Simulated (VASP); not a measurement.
Crystal: TiO2.

```xyz
6
Lattice="4.5998 0.0000 0.0000 0.0000 4.5998 0.0000 0.0000 0.0000 2.9592" Properties=species:S:1:pos:R:3 pbc="T T T"
Ti    0.0000    0.0000    1.4796
Ti    2.2999    2.2999    0.0000
O     1.3998    1.3998    1.4796
O     0.9001    3.6997    0.0000
O     3.6997    0.9001    0.0000
O     3.2000    3.2000    1.4796
```

The cell is a database's computed one.

| Property | Result |
| --- | --- |
| Program | VASP 6.6.1 |
| Task | relaxation of cell and atoms |
| Functional | PBE |
| Potentials or basis | VASP PAW PBE potentials, release 64 (Ti_pv, O) |
| Cutoff | 600 eV |
| k mesh | 6 × 6 × 9 |
| Occupations | fermi-dirac, width 0.05 eV |
| Spin | no spin polarisation |

At the start: pressure 5.4 GPa; volume 10.44 Å³/atom.

Question: How do energy, volume and symmetry change on relaxing?

Answer: Over 5 steps the energy falls by 4.3 meV/atom and the volume is 10.70 Å³/atom (+2.5 %); space group P4_2/mnm (No. 136, to 0.05 Å).

The path:
| step | energy change (eV) | largest force (eV/Å) | pressure (GPa) | volume (Å³) |
| --- | --- | --- | --- | --- |
| 1 | 0.0000 | 0.0423 | 5.36 | 62.61 |
| 2 | 0.0111 | 0.2207 | -5.94 | 65.83 |
| 3 | -0.0233 | 0.0810 | -0.02 | 64.04 |
| 4 | -0.0253 | 0.0246 | 0.00 | 64.13 |
| 5 | -0.0255 | 0.0069 | 0.00 | 64.18 |

Final structure:
```cif
data_structure
_symmetry_space_group_name_H-M 'P 1'
_symmetry_Int_Tables_number 1
_cell_length_a 4.6500
_cell_length_b 4.6500
_cell_length_c 2.9682
_cell_angle_alpha 90.000
_cell_angle_beta 90.000
_cell_angle_gamma 90.000
_cell_volume 64.18
loop_
_atom_site_label
_atom_site_type_symbol
_atom_site_fract_x
_atom_site_fract_y
_atom_site_fract_z
_atom_site_occupancy
Ti1 Ti 0.00000 0.00000 0.50000 1
Ti2 Ti 0.50000 0.50000 0.00000 1
O1 O 0.30496 0.30496 0.50000 1
O2 O 0.19504 0.80496 0.00000 1
O3 O 0.80496 0.19504 0.00000 1
O4 O 0.69504 0.69504 0.50000 1
```
